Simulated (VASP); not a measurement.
**Input and output of a VASP GW calculation on PBE orbitals on BP (zincblende)**

INCAR, step 1 (ground state)

```
LASPH = .TRUE.
LREAL = .FALSE.
SIGMA = 0.01
LWAVE = .TRUE.
EDIFF = 1E-7
ENCUT = 500
GGA = PE
PREC = Accurate
NELM = 120
ISMEAR = 0
LCHARG = .FALSE.
```

INCAR, step 2 (empty bands)

```
GGA = PE
LWAVE = .TRUE.
NBANDS = 176
PREC = Accurate
EDIFF = 1E-7
NELM = 1
ISMEAR = 0
LCHARG = .FALSE.
LREAL = .FALSE.
LOPTICS = .TRUE.
SIGMA = 0.01
ISTART = 1
LASPH = .TRUE.
ALGO = Exact
ENCUT = 500
```

INCAR, step 3 (GW)

```
LWAVE = .FALSE.
ENCUT = 500
NELMGW = 4
ENCUTGW = 220
ISMEAR = 0
PRECFOCK = Fast
NELM = 120
NOMEGA = 64
ENCUTGWSOFT = 220
NBANDS = 176
EDIFF = 1E-7
PREC = Accurate
SIGMA = 0.01
LASPH = .TRUE.
ISTART = 1
LREAL = .FALSE.
GGA = PE
ALGO = EVGW0
LCHARG = .FALSE.
NBANDSGW = 12
```

KPOINTS

```
KPOINTS created by Atomic Simulation Environment
0
Gamma
6 6 6
0 0 0
```

POSCAR

```
B  P
 1.0000000000000000
     0.0000000000000000    2.2683156661148307    2.2683156661148307
     2.2683156661148307    0.0000000000000000    2.2683156661148307
     2.2683156661148307    2.2683156661148307    0.0000000000000000
 B   P
   1   1
Cartesian
  0.0000000000000000 -0.0000000000000000 -0.0000000000000000
  1.1341578330574154  1.1341578330574154  1.1341578330574154
```

VASP ran with the GW set of PAW datasets (8 valence electrons in the cell).

From OUTCAR

```
k-points           NKPTS =     16   k-points in BZ     NKDIM =    216   number of bands    NBANDS=    176

   NELECT =       8.0000    total number of electrons

   dimension x,y,z NGX =    24 NGY =   24 NGZ =   24
   dimension x,y,z NGXF=    48 NGYF=   48 NGZF=   48

  energy-cutoff  :      500.00
  volume of cell :       23.34
      direct lattice vectors                 reciprocal lattice vectors
     0.000000000  2.268315666  2.268315666    -0.220427874  0.220427874  0.220427874
     2.268315666  0.000000000  2.268315666     0.220427874 -0.220427874  0.220427874
     2.268315666  2.268315666  0.000000000     0.220427874  0.220427874 -0.220427874

 k-points in reciprocal lattice and weights: KPOINTS created by Atomic Simulation Env
   0.00000000  0.00000000  0.00000000       0.005
   0.16666667  0.00000000  0.00000000       0.037
   0.33333333  0.00000000  0.00000000       0.037
   0.50000000  0.00000000  0.00000000       0.019
   0.16666667  0.16666667  0.00000000       0.028
   0.33333333  0.16666667  0.00000000       0.111
   0.50000000  0.16666667  0.00000000       0.111
  -0.33333333  0.16666667  0.00000000       0.111
   ...

 QP shifts <psi_nk| G(iteration)W_0 |psi_nk>: iteration 1
 for sc-GW calculations column KS-energies equals QP-energies in previous step
 and V_xc(KS)=  KS-energies - (<T + V_ion + V_H > + <T+V_H+V_ion>^1  + <V_x>^1)

 k-point   1 :       0.0000    0.0000    0.0000
  band No.  KS-energies  QP-energies   sigma(KS)   V_xc(KS)     V^pw_x(r,r')   Z            occupation Imag(sigma)

      1      -8.3229      -9.1687     -13.2851     -12.0613     -20.4864       0.6911       2.0000       1.2998
      2       7.1472       6.4833     -14.1505     -13.3071     -14.9343       0.7871       2.0000       0.0240
      3       7.1472       6.4833     -14.1505     -13.3071     -14.9343       0.7871       2.0000       0.0240
      4       7.1472       6.4833     -14.1505     -13.3071     -14.9343       0.7871       2.0000       0.0240
      5      10.5517      10.8273     -11.7283     -12.0801      -7.1377       0.7836       0.0000      -0.0683
      6      10.5517      10.8273     -11.7283     -12.0801      -7.1377       0.7836       0.0000      -0.0683
      7      10.5517      10.8273     -11.7283     -12.0801      -7.1377       0.7836       0.0000      -0.0683
      8      14.5364      14.7679     -12.4538     -12.7624      -6.2229       0.7499       0.0000      -0.1468
      9      18.6770      18.5258      -9.6565      -9.4631      -3.3702       0.7817       0.0000      -0.3240
     10      19.1687      19.5409     -11.2808     -11.7612      -4.9766       0.7748       0.0000      -0.2803
     11      19.1687      19.5409     -11.2808     -11.7612      -4.9766       0.7748       0.0000      -0.2803
     12      22.8365      22.8856      -9.8863      -9.9499      -2.8214       0.7730       0.0000      -0.7453

 ...

 QP shifts <psi_nk| G(iteration)W_0 |psi_nk>: iteration 2

 k-point   1 :       0.0000    0.0000    0.0000
  band No. old QP-enery  QP-energies   sigma(KS)   T+V_ion+V_H  V^pw_x(r,r')   Z            occupation Imag(sigma)

      1      -9.1687      -9.4088     -13.2536       3.7384     -20.4864       0.6928       2.0000       1.3058
      2       6.4833       6.3853     -14.0950      20.4543     -14.9343       0.7902       2.0000       0.0243
      3       6.4833       6.3853     -14.0950      20.4543     -14.9343       0.7902       2.0000       0.0243
      4       6.4833       6.3853     -14.0950      20.4543     -14.9343       0.7902       2.0000       0.0243
      5      10.8273      10.8422     -11.7854      22.6317      -7.1377       0.7852       0.0000      -0.0698
      6      10.8273      10.8422     -11.7854      22.6317      -7.1377       0.7852       0.0000      -0.0698
      7      10.8273      10.8422     -11.7854      22.6317      -7.1377       0.7852       0.0000      -0.0698
      8      14.7679      14.8007     -12.4873      27.2989      -6.2229       0.7514       0.0000      -0.1480
      9      18.5258      18.5315      -9.6070      28.1401      -3.3702       0.7835       0.0000      -0.2998
     10      19.5409      19.5807     -11.3373      30.9299      -4.9766       0.7709       0.0000      -0.2905
     11      19.5409      19.5807     -11.3373      30.9299      -4.9766       0.7709       0.0000      -0.2905
     12      22.8856      22.9072      -9.8728      32.7864      -2.8214       0.7716       0.0000      -0.7239

 ...

 QP shifts <psi_nk| G(iteration)W_0 |psi_nk>: iteration 3

 k-point   1 :       0.0000    0.0000    0.0000
  band No. old QP-enery  QP-energies   sigma(KS)   T+V_ion+V_H  V^pw_x(r,r')   Z            occupation Imag(sigma)

      1      -9.4088      -9.4701     -13.2357       3.7384     -20.4864       0.6925       2.0000       1.3190
      2       6.3853       6.3680     -14.0908      20.4543     -14.9343       0.7910       2.0000       0.0242
      3       6.3853       6.3680     -14.0908      20.4543     -14.9343       0.7910       2.0000       0.0242
      4       6.3853       6.3680     -14.0908      20.4543     -14.9343       0.7910       2.0000       0.0242
      5      10.8422      10.8407     -11.7914      22.6317      -7.1377       0.7853       0.0000      -0.0700
      6      10.8422      10.8407     -11.7914      22.6317      -7.1377       0.7853       0.0000      -0.0700
      7      10.8422      10.8407     -11.7914      22.6317      -7.1377       0.7853       0.0000      -0.0700
      8      14.8007      14.8039     -12.4939      27.2989      -6.2229       0.7512       0.0000      -0.1487
      9      18.5315      18.5338      -9.6057      28.1401      -3.3702       0.7838       0.0000      -0.2992
     10      19.5807      19.5854     -11.3431      30.9299      -4.9766       0.7713       0.0000      -0.2916
     11      19.5807      19.5854     -11.3431      30.9299      -4.9766       0.7713       0.0000      -0.2916
     12      22.9072      22.9107      -9.8746      32.7864      -2.8214       0.7715       0.0000      -0.7233

 ...

 QP shifts <psi_nk| G(iteration)W_0 |psi_nk>: iteration 4

 k-point   1 :       0.0000    0.0000    0.0000
  band No. old QP-enery  QP-energies   sigma(KS)   T+V_ion+V_H  V^pw_x(r,r')   Z            occupation Imag(sigma)

      1      -9.4701      -9.4850     -13.2300       3.7384     -20.4864       0.6926       2.0000       1.3239
      2       6.3680       6.3646     -14.0906      20.4543     -14.9343       0.7914       2.0000       0.0241
      3       6.3680       6.3646     -14.0906      20.4543     -14.9343       0.7914       2.0000       0.0241
      4       6.3680       6.3646     -14.0906      20.4543     -14.9343       0.7914       2.0000       0.0241
      5      10.8407      10.8398     -11.7922      22.6317      -7.1377       0.7853       0.0000      -0.0700
      6      10.8407      10.8398     -11.7922      22.6317      -7.1377       0.7853       0.0000      -0.0700
      7      10.8407      10.8398     -11.7922      22.6317      -7.1377       0.7853       0.0000      -0.0700
      8      14.8039      14.8038     -12.4951      27.2989      -6.2229       0.7512       0.0000      -0.1489
      9      18.5338      18.5340      -9.6060      28.1401      -3.3702       0.7838       0.0000      -0.2994
     10      19.5854      19.5858     -11.3439      30.9299      -4.9766       0.7713       0.0000      -0.2918
     11      19.5854      19.5858     -11.3439      30.9299      -4.9766       0.7713       0.0000      -0.2918
     12      22.9107      22.9111      -9.8751      32.7864      -2.8214       0.7717       0.0000      -0.7235

 ...
```

```
PBE gap on the mesh  : 1.33 eV
G₀W₀ gap on the mesh : 2.05 eV
```

These GW values are short of the basis and mesh limit.
